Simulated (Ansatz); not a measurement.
# Dielectric response of BaS (001) films, part 2 of 5

How well do thin rocksalt BaS (001) films screen a perpendicular field?

Ansatz 0.2.0; plane-wave DFT, PBE, Ansatz PAW (set soft_1); PAW set soft_1 (the session's first sound run).

So far, electron affinity, upper face (eV): step 2 (relaxation, 6 atoms, units 3) 2.02.

**3. The relaxed film, single point, 6 atoms, units 3**

The film was relaxed beforehand; a single point on the relaxed positions gives its levels and potential.

The input, input.yaml:

```yaml
crystal:
  lattice:
    - [4.51841233, 0.0, 0.0]
    - [0.0, 4.51841233, 0.0]
    - [0.0, 0.0, 24.39]
  atoms:
    - { symbol: Ba, position: [0.5, 0.5, 0.3705645628] }
    - { symbol: S, position: [0.0, 0.0, 0.3699387765] }
    - { symbol: Ba, position: [0.0, 0.0, 0.4999999866] }
    - { symbol: S, position: [0.5, 0.5, 0.5000000122] }
    - { symbol: Ba, position: [0.5, 0.5, 0.6294354226] }
    - { symbol: S, position: [0.0, 0.0, 0.6300612393] }
kpoints:
  mp_grid: { grid: [6, 6, 1] }
hamiltonian:
  xc: pbe
  pseudopotentials: { kind: paw, azcp: { folder: soft_1 } }
scf:
  occupations: { method: fixed }
  convergence: { dr2_threshold: 1.0e-09 }
efield:
  axis: 3
  dipole_correction: true
  ramp_position: 0.97
  ramp_width: 0.06
output:
  eigenvalues: true
  write_potential: true
  write_density: true
  volumetric_format: npy
```

Started as:

```
ansatz run input.yaml --threads 4 --pin off --max-ram 8192MiB --backend cpu --events-out ev --progress --plain --runs-dir out
```

Numbers of over 12 decimals in the logs are rounded to 6 here.

Log:

```text
[...]
Crystal: 6 atoms, lattice volume = 497.947 Å³
Basis set: ecut = 420 eV, 9769 PW (Γ)
Bands: 30, of which v1, the nominal top of the filled ones, is band 24 counted from 1 (23 counted from 0)
Symmetry: 8 space group operations
k-points: 10 of 36
[...]
SCF iter   1: F=—  HF=-20569.815849 eV  |F-HF|=—  |Δ(HF+E_count)|=         —  Δρ=2.29e-2  dr2=8.55e0  ethr=3.10e-3  p=0.000 e·Å  D=6.17e-15 V/Å  ΔV_dip=-0.00 eV  dr2_dipole=6.21e-11  V_vac-E_F(+/−)=8.99/8.99 eV  ⟨swp⟩=7.8  Hψ=1444  notcnv=0  defer=32
[...]
SCF iter  12: F=-20567.284721 eV  HF=-20567.284721 eV  |F-HF|=3.64e-12  |Δ(HF+E_count)|=  3.06e-10  Δρ=9.44e-8  dr2=8.13e-11  ethr=2.08e-12  p=-0.000 e·Å  D=-8.25e-7 V/Å  ΔV_dip=0.00 eV  dr2_dipole=1.39e-11  V_vac-E_F(+/−)=4.22/4.22 eV  ⟨swp⟩=17.3  Hψ=1650  notcnv=0
SCF 1 converged in 12 iterations: F = -20567.284721 eV  dr2 = 8.13e-11
[...]
WARN: The output density's exchange-correlation potential varies sharply where the density is thin. Do not read a vacuum level from v_tot or v_xc, or from such a field of the output density. On a cell that repeats whose density bears no net charge and no dipole along the vacuum's axis use v_es (v_loc + v_h of the components); under efield.dipole_correction with no amplitude use v_es + v_field, which holds any externa [...]
SCF converged after 12 iterations
Free energy (F): -20567.284721 eV
[...]
Internal energy: -20567.284721 eV  (E = F + TS)
E sigma→0 (E₀):  -20567.284721 eV
Fermi energy:    -0.210724 eV
Dipole field:    D = 0.000002 V/Å  (p = 0.000006 e·Å, saw-weighted, corrected)
Work function:   Φ+ = 4.2196 eV   Φ− = 4.2197 eV
[...]
--- Band table (eV; the first three rows and the last of 10) ---
  k-point 0: bands = [... 20 lower, -0.2679, -0.2679, -0.2107, -0.2107, 1.9900, 2.5179, 2.6844, 3.0996, ... 2 higher]
  k-point 1: bands = [... 20 lower, -0.6960, -0.5350, -0.5005, -0.4848, 2.5222, 2.9226, 2.9948, 3.2843, ... 2 higher]
  k-point 2: bands = [... 20 lower, -0.9767, -0.9726, -0.9311, -0.5824, 3.4438, 3.6554, 3.8040, 3.9758, ... 2 higher]
  k-point 9: bands = [... 20 lower, -0.5645, -0.4304, -0.4304, -0.2653, 2.3102, 2.3102, 3.5833, 3.5833, ... 2 higher]
```

Run time: 5.8 s. Hardware: 4 threads of Arm Neoverse V1, shared host; peak memory 0.75 GiB; 22 s of CPU time.

Numbers from this step:

```yaml
dipole_along_the_normal: 6.48e-6 e·Å
```

Running mean over 3.195 Å of the planar mean; the ramp of the sawtooth is left out. Table of electron's electrostatic potential energy less the highest filled level by z:

z (Å), electron's electrostatic potential energy less the highest filled level (eV) and a bar from the least value:
```
        3       4.22 ##############################
        4       4.22 ##############################
        5       4.21 ##############################
        6       4.10 #############################
        7       2.62 #######################
        8      -1.49 #####
        9      -2.53 #
       10      -2.64 
       11      -2.69 
       12      -2.59 
       13      -2.63 
       14      -2.70 
       15      -2.57 #
       16      -2.23 ##
       17       0.98 ################
       18       3.90 #############################
       19       4.19 ##############################
       20       4.22 ##############################
       21       4.22 ##############################
```

The gap is 2.20 eV, with the valence edge 4.22 eV and the conduction edge 2.02 eV under the upper vacuum level.

**4. Single point, 6 atoms, units 3, field 0.1 V/Å**

A sawtooth potential applies the field, turning back in the middle of the vacuum. With the dipole correction the typed value is the field outside the slab. The induced dipole is small, so the SCF threshold is tight.

input.yaml: that of step 3 with these lines changed.

```diff
@@ -19,3 +19,3 @@
   occupations: { method: fixed }
-  convergence: { dr2_threshold: 1.0e-09 }
+  convergence: { dr2_threshold: 1.0e-10 }
 efield:
@@ -25,4 +25,4 @@
   ramp_width: 0.06
+  amplitude: 0.1
 output:
-  eigenvalues: true
   write_potential: true
```

Log:

```text
[...]
Crystal: 6 atoms, lattice volume = 497.947 Å³
Basis set: ecut = 420 eV, 9769 PW (Γ)
Bands: 30, of which v1, the nominal top of the filled ones, is band 24 counted from 1 (23 counted from 0)
Symmetry: 8 space group operations
k-points: 10 of 36
[...]
SCF iter   1: F=—  HF=-20569.820747 eV  |F-HF|=—  |Δ(HF+E_count)|=         —  Δρ=2.29e-2  dr2=8.55e0  ethr=3.10e-3  p=0.113 e·Å  D=4.12e-2 V/Å  ΔV_dip=-1.00 eV  dr2_dipole=1.70e-3  V_vac-E_F(+/−)=9.57/8.35 eV  ⟨swp⟩=7.8  Hψ=1448  notcnv=0  defer=31
[...]
SCF iter  12: F=-20567.289307 eV  HF=-20567.289307 eV  |F-HF|=2.18e-11  |Δ(HF+E_count)|=   1.16e-9  Δρ=1.09e-7  dr2=8.09e-11  ethr=1.00e-12  p=0.092 e·Å  D=3.33e-2 V/Å  ΔV_dip=-0.81 eV  dr2_dipole=1.31e-11  V_vac-E_F(+/−)=4.85/3.44 eV  ⟨swp⟩=18.3  Hψ=1789  notcnv=0
SCF 1 converged in 12 iterations: F = -20567.289307 eV  dr2 = 8.09e-11
[...]
SCF converged after 12 iterations
[...]
Free energy (F): -20567.289307 eV
[...]
Internal energy: -20567.289307 eV  (E = F + TS)
E sigma→0 (E₀):  -20567.289307 eV
Fermi energy:    -0.174032 eV
Dipole field:    D = 0.033331 V/Å  (p = 0.091720 e·Å, saw-weighted, corrected)
Work function:   not extracted (applied field tilts the vacuum); planar V_es + V_field profile in the machine report
[...]
--- Band table (eV; the first three rows and the last of 10) ---
  k-point 0: bands = [... 20 lower, -0.3066, -0.3066, -0.1740, -0.1740, 1.9857, 2.5178, 2.6104, 3.1430, ... 2 higher]
  k-point 1: bands = [... 20 lower, -0.6423, -0.5761, -0.4929, -0.4459, 2.5174, 2.8344, 2.9993, 3.3414, ... 2 higher]
  k-point 2: bands = [... 20 lower, -1.0193, -0.9824, -0.8906, -0.5743, 3.3470, 3.7179, 3.7996, 3.9862, ... 2 higher]
  k-point 9: bands = [... 20 lower, -0.5851, -0.4108, -0.4108, -0.2592, 2.3072, 2.3072, 3.5822, 3.5822, ... 2 higher]
```

Elapsed: 5.7 s, on 4 threads; peak memory 0.73 GiB; 22 s of CPU time.

Numbers from this step:

```yaml
gap_on_the_k_mesh: 2.160 eV
dipole_along_the_normal: 0.09172 e·Å
```

The dipole is 0.0917 e·Å, and the gap on the mesh 2.160 eV.

**5. Single point, 6 atoms, units 3, field -0.1 V/Å**

input.yaml: that of step 4 with these lines changed.

```diff
@@ -25,3 +25,3 @@
   ramp_width: 0.06
-  amplitude: 0.1
+  amplitude: -0.1
 output:
```

Log:

```text
[...]
Crystal: 6 atoms, lattice volume = 497.947 Å³
Basis set: ecut = 420 eV, 9769 PW (Γ)
Bands: 30, of which v1, the nominal top of the filled ones, is band 24 counted from 1 (23 counted from 0)
Symmetry: 8 space group operations
k-points: 10 of 36
[...]
k-point 0: bands = [... 20 lower, -0.3066, -0.3066, -0.1740, -0.1740, 1.9857, 2.5178, 2.6104, 3.1430, ... 2 higher]
  k-point 1: bands = [... 20 lower, -0.6423, -0.5761, -0.4929, -0.4459, 2.5174, 2.8344, 2.9993, 3.3414, ... 2 higher]
  k-point 2: bands = [... 20 lower, -1.0193, -0.9824, -0.8906, -0.5743, 3.3470, 3.7179, 3.7996, 3.9862, ... 2 higher]
  k-point 9: bands = [... 20 lower, -0.5851, -0.4108, -0.4108, -0.2592, 2.3072, 2.3072, 3.5822, 3.5822, ... 2 higher]
[key lines of the parts left out:]
SCF converged after 12 iterations
Free energy (F): -20567.289307 eV
Fermi energy:    -0.174033 eV
Dipole field:    D = -0.033332 V/Å  (p = -0.091725 e·Å, saw-weighted, corrected)
```

It took 5.6 s on 4 threads; peak memory 0.73 GiB; 21 s of CPU time.

The dipole is -0.0917 e·Å, and the gap on the mesh 2.160 eV.

**6. Response with the atoms held, 6 atoms, units 3**

This step: plane-wave DFT, PBE, Ansatz PAW (set soft_1); response to a field along the normal, atoms held; PAW set soft_1 (Ansatz 0.2.0).

The two fields give this film's response with the atoms held: the electronic part.

Numbers from this step:

| Quantity | Value |
| --- | --- |
| equivalent conductor thickness p/(ε₀AE) | 8.130 Å |
| distance between the outer atoms | 6.344 Å |
| thickness | 9.585 Å |

Local field over the applied field, running mean. From the potentials at -0.1 and 0.1 V/Å; running mean over 3.195 Å, taken twice. The local field over applied field by z:

```tsv
z (Å)	local field over applied field
4.5	0.976
5.0	0.950
5.5	0.904
6.0	0.837
6.5	0.749
7.0	0.644
7.5	0.533
8.0	0.427
8.5	0.337
9.0	0.268
9.5	0.221
10.0	0.197
10.5	0.189
11.0	0.188
11.5	0.190
12.0	0.190
12.5	0.190
13.0	0.189
13.5	0.188
14.0	0.190
14.5	0.201
15.0	0.230
15.5	0.281
16.0	0.355
16.5	0.449
17.0	0.557
17.5	0.668
18.0	0.770
18.5	0.854
19.0	0.916
19.5	0.957
20.0	0.980
```

Electrons, planar mean, per unit field. The induced electron density by z:

z (Å), induced electron density (e/Å³ per V/Å) and a bar from the least value:
```
        5    0.00008 ##############
        6    0.00041 ###############
        7    0.00171 ######################
        8    0.00327 ##############################
        9    0.00048 ################
       10   -0.00244 #
       11    0.00164 ######################
       12    0.00009 ##############
       13   -0.00226 ##
       14    0.00116 ###################
       15    0.00027 ###############
       16   -0.00143 ######
       17   -0.00262 
       18   -0.00074 ##########
       19   -0.00015 #############
       20   -0.00003 #############
```

By hand: between -0.1 and 0.1 V/Å the dipole changes by 0.1834 e·Å, a slope of 0.9172 e·Å²/V. A perfect conductor of thickness t has p = ε₀AEt, so t = 180.95 × 0.9172 / 20.416 = 8.13 Å (e/ε₀ = 180.95 V·Å, A in Å²).

The induced dipole is that of a conductor 8.13 Å thick.

**7. Relaxing in the field, 6 atoms, field 0.05 V/Å**

This step: plane-wave DFT, PBE, Ansatz PAW (set soft_1); PAW set soft_1 (Ansatz 0.2.0).

Now the atoms may follow the field. A weak field makes forces of meV/Å to tens of meV/Å, so the force tolerance is set well below the usual one.

input.yaml: that of step 5 with these lines changed.

```diff
@@ -25,3 +25,6 @@
   ramp_width: 0.06
-  amplitude: -0.1
+  amplitude: 0.05
+relax:
+  f_tol: 0.0006
+  max_steps: 70
 output:
```

Log:

```text
[...]
Crystal: 6 atoms, lattice volume = 497.947 Å³
Basis set: ecut = 420 eV, 9769 PW (Γ), exchange–correlation on 64×64×360 points (8 copies of the dense FFT grid, shifted against one another)
Bands: 30, of which v1, the nominal top of the filled ones, is band 24 counted from 1 (23 counted from 0)
Symmetry: 8 space group operations
k-points: 10 of 36
[...]
SCF iter   1: F=—  HF=-20569.817019 eV  |F-HF|=—  |Δ(HF+E_count)|=         —  Δρ=2.29e-2  dr2=8.55e0  ethr=3.10e-3  p=0.057 e·Å  D=2.06e-2 V/Å  ΔV_dip=-0.50 eV  dr2_dipole=4.26e-4  V_vac-E_F(+/−)=9.28/8.67 eV  ⟨swp⟩=7.8  Hψ=1444  notcnv=0  defer=32
[...]
SCF iter  12: F=-20567.285730 eV  HF=-20567.285730 eV  |F-HF|=7.28e-11  |Δ(HF+E_count)|=   1.12e-9  Δρ=1.28e-7  dr2=6.64e-11  ethr=1.00e-12  p=0.046 e·Å  D=1.67e-2 V/Å  ΔV_dip=-0.41 eV  dr2_dipole=5.24e-12  V_vac-E_F(+/−)=4.54/3.84 eV  ⟨swp⟩=8.1  Hψ=1716  notcnv=0
SCF 1 converged in 12 iterations: F = -20567.285730 eV  dr2 = 6.64e-11
[...]
relax step   1: F+E_penalty+E_count = -20567.28572987 eV  Δ(F+E_penalty+E_count) = +0.000e0 eV  max|allowed force component| = 2.673e-2 eV/Å  Δτ_max = 0.0000 Å  (12 SCF iters, accepted)
[...]
SCF iter   9: F=-20567.285664 eV  HF=-20567.285664 eV  |F-HF|=3.64e-12  |Δ(HF+E_count)|=  1.82e-10  Δρ=5.69e-8  dr2=1.56e-11  ethr=1.00e-12  p=0.066 e·Å  D=2.40e-2 V/Å  ΔV_dip=-0.59 eV  dr2_dipole=5.12e-14  V_vac-E_F(+/−)=4.46/3.94 eV  ⟨swp⟩=6.9  Hψ=1555  notcnv=0
SCF 2 converged in 9 iterations: F = -20567.285664 eV  dr2 = 1.56e-11
relax step   2: F+E_penalty+E_count = -20567.28566407 eV  Δ(F+E_penalty+E_count) = +6.580e-5 eV  max|allowed force component| = 3.197e-2 eV/Å  Δτ_max = 0.0104 Å  (9 SCF iters, rejected (line search))
SCF iter   1: F=—  HF=-20567.285899 eV  |F-HF|=—  |Δ(HF+E_count)|=         —  Δρ=1.09e-4  dr2=3.27e-4  ethr=1.20e-5  p=0.066 e·Å  D=2.40e-2 V/Å  ΔV_dip=-0.59 eV  dr2_dipole=2.18e-4  V_vac-E_F(+/−)=4.46/3.94 eV  ⟨swp⟩=4.3  Hψ=627  notcnv=0  defer=40
[...]
SCF iter   8: F=-20567.285983 eV  HF=-20567.285983 eV  |F-HF|=1.13e-10  |Δ(HF+E_count)|=   1.47e-9  Δρ=1.09e-7  dr2=6.20e-11  ethr=1.00e-12  p=0.056 e·Å  D=2.04e-2 V/Å  ΔV_dip=-0.50 eV  dr2_dipole=1.23e-13  V_vac-E_F(+/−)=4.51/3.90 eV  ⟨swp⟩=6.0  Hψ=1749  notcnv=0
SCF 3 converged in 8 iterations: F = -20567.285983 eV  dr2 = 6.20e-11
relax step   3: F+E_penalty+E_count = -20567.28598274 eV  Δ(F+E_penalty+E_count) = -2.529e-4 eV  max|allowed force component| = 2.412e-3 eV/Å  Δτ_max = 0.0047 Å  (8 SCF iters, accepted)
[...]
relax step   4: F+E_penalty+E_count = -20567.28598258 eV  Δ(F+E_penalty+E_count) = +1.623e-7 eV  max|allowed force component| = 1.524e-3 eV/Å  Δτ_max = 0.0008 Å  (6 SCF iters, rejected (line search))
SCF iter   1: F=—  HF=-20567.285821 eV  |F-HF|=—  |Δ(HF+E_count)|=         —  Δρ=1.07e-5  dr2=3.18e-6  ethr=5.59e-8  p=0.056 e·Å  D=2.04e-2 V/Å  ΔV_dip=-0.50 eV  dr2_dipole=5.92e-8  V_vac-E_F(+/−)=4.51/3.90 eV  ⟨swp⟩=2.2  Hψ=553  notcnv=0  defer=18
[...]
SCF iter   6: F=-20567.285983 eV  HF=-20567.285983 eV  |F-HF|=5.09e-11  |Δ(HF+E_count)|=  8.37e-11  Δρ=5.72e-8  dr2=1.39e-11  ethr=1.00e-12  p=0.056 e·Å  D=2.03e-2 V/Å  ΔV_dip=-0.50 eV  dr2_dipole=1.17e-12  V_vac-E_F(+/−)=4.51/3.89 eV  ⟨swp⟩=6.0  Hψ=1452  notcnv=0
SCF 5 converged in 6 iterations: F = -20567.285983 eV  dr2 = 1.39e-11
relax step   5: F+E_penalty+E_count = -20567.28598339 eV  Δ(F+E_penalty+E_count) = -6.539e-7 eV  max|allowed force component| = 7.365e-5 eV/Å  Δτ_max = 0.0003 Å  (6 SCF iters, accepted)
NSCF: frozen V_eff on 10 k-points
[...]
SCF converged after 6 iterations
[...]
Free energy (F): -20567.285983 eV
[...]
Internal energy: -20567.285983 eV  (E = F + TS)
E sigma→0 (E₀):  -20567.285983 eV
Fermi energy:    -0.210579 eV
Dipole field:    D = 0.020347 V/Å  (p = 0.055991 e·Å, saw-weighted, corrected)
Work function:   not extracted (applied field tilts the vacuum); planar V_es + V_field profile in the machine report
[...]
--- Forces (eV/Å), atoms counted from 1 ---
  atom   1  Ba    -0.00000000     0.00000000    -0.00002643
  atom   2  S      0.00000000     0.00000000     0.00000275
  atom   3  Ba     0.00000000     0.00000000     0.00007362
  atom   4  S     -0.00000000     0.00000000     0.00000072
  atom   5  Ba    -0.00000000     0.00000000    -0.00000639
  atom   6  S      0.00000000     0.00000000    -0.00004442
  max |Σ_I F_I| component: 1.53e-7 eV/Å
--- Band table (eV; the first three rows and the last of 10) ---
  k-point 0: bands = [... 20 lower, -0.2684, -0.2684, -0.2106, -0.2106, 1.9899, 2.5178, 2.6771, 3.1013, ... 2 higher]
  k-point 1: bands = [... 20 lower, -0.6940, -0.5355, -0.5003, -0.4846, 2.5220, 2.9133, 2.9955, 3.2878, ... 2 higher]
  k-point 2: bands = [... 20 lower, -0.9773, -0.9728, -0.9307, -0.5823, 3.4332, 3.6621, 3.8039, 3.9753, ... 2 higher]
  k-point 9: bands = [... 20 lower, -0.5649, -0.4305, -0.4305, -0.2653, 2.3103, 2.3103, 3.5834, 3.5834, ... 2 higher]
--- Relaxed structure (5 steps of the walk, 3 accepted, 0 SCFs on fresh bases) ---
  F+E_penalty+E_count = -20567.28598339 eV   max|allowed force component| = 7.365e-5 eV/Å
  atoms:
    - { symbol: Ba, position: [0.5, 0.5, 0.370738] }
    - { symbol: S, position: [0, 0.0, 0.369754] }
    - { symbol: Ba, position: [0, 0.0, 0.500053] }
    - { symbol: S, position: [0.5, 0.5, 0.499985] }
    - { symbol: Ba, position: [0.5, 0.5, 0.629604] }
    - { symbol: S, position: [0, 0.0, 0.629866] }
```

Run time: 16 s. Hardware: 4 threads; peak memory 0.73 GiB; 62 s of CPU time.

Hardly anything moved in the relaxation; the energy changed by under 0.2 meV an atom.

Numbers from this step:

- gap on the k-mesh: 2.200 eV
- dipole along the normal: 0.05599 e·Å

The relaxation took 5 steps and lowered the energy by 2.5e-4 eV; the largest force on the free atoms ends at 7.4e-5 eV/Å.

The dipole is 0.0560 e·Å, and the gap on the mesh 2.200 eV.

**8. Field on, atoms free, 6 atoms, field -0.05 V/Å**

The opposite sign, again from the field-free geometry; the difference of the two cancels what relaxes without a field.

input.yaml: that of step 7 with these lines changed.

```diff
@@ -25,3 +25,3 @@
   ramp_width: 0.06
-  amplitude: 0.05
+  amplitude: -0.05
 relax:
```

Log:

```text
[...]
Crystal: 6 atoms, lattice volume = 497.947 Å³
Basis set: ecut = 420 eV, 9769 PW (Γ), exchange–correlation on 64×64×360 points (8 copies of the dense FFT grid, shifted against one another)
Bands: 30, of which v1, the nominal top of the filled ones, is band 24 counted from 1 (23 counted from 0)
Symmetry: 8 space group operations
k-points: 10 of 36
[...]
--- Relaxed structure (5 steps of the walk, 3 accepted, 0 SCFs on fresh bases) ---
  F+E_penalty+E_count = -20567.28598339 eV   max|allowed force component| = 7.314e-5 eV/Å
  atoms:
    - { symbol: Ba, position: [0.5, 0.5, 0.370396] }
    - { symbol: S, position: [0, 0.0, 0.370134] }
    - { symbol: Ba, position: [0, 0.0, 0.499947] }
    - { symbol: S, position: [0.5, 0.5, 0.500015] }
    - { symbol: Ba, position: [0.5, 0.5, 0.629262] }
    - { symbol: S, position: [0, 0.0, 0.630246] }
[key lines of the parts left out:]
SCF converged after 6 iterations
Free energy (F): -20567.285983 eV
Fermi energy:    -0.210579 eV
Dipole field:    D = -0.020346 V/Å  (p = -0.055989 e·Å, saw-weighted, corrected)
```

Elapsed: 16 s, on 4 threads; peak memory 0.73 GiB; 63 s of CPU time.

No atom moved by 0.005 Å in the relaxation.

The relaxation took 5 steps and lowered the energy by 2.5e-4 eV; the largest force on the free atoms ends at 7.3e-5 eV/Å.

The dipole is -0.0560 e·Å, and the gap on the mesh 2.200 eV.

**9. Response with the atoms relaxed, 6 atoms, units 3**

This step: plane-wave DFT, PBE, Ansatz PAW (set soft_1); response to a field along the normal, atoms relaxed; PAW set soft_1 (Ansatz 0.2.0).

The two relaxed runs give the static response.

This step gave:

| Quantity | Value |
| --- | --- |
| equivalent conductor thickness p/(ε₀AE) | 9.925 Å |

Local field over the applied field, running mean. From the potentials at -0.05 and 0.05 V/Å; running mean over 3.195 Å, taken twice. The local field over applied field by z:

```tsv
z (Å)	local field over applied field
5	0.954
6	0.820
7	0.554
8	0.248
9	0.0409
10	-0.00880
11	0.0651
12	0.0979
13	0.0912
14	0.0168
15	0.00315
16	0.150
17	0.432
18	0.731
19	0.916
20	0.981
```

The induced dipole is that of a conductor 9.92 Å thick.

(Part 2 of 5 ends here.)

[Logs are printed without paths, hosts, clocks, repeated set-up lines and the standing remarks that a program may print on its own settings, such as how far it seeks lower states.]

[Hosts, paths, dates, database ids (printed as entryN), source tags and the programs' standing remarks are cut or masked in the printed files.]

[Maps of the electrostatic potential energy from Ansatz leave out the sawtooth potential of an applied field or a dipole correction, so their vacuum need not be flat; planar profiles and work functions include it.]
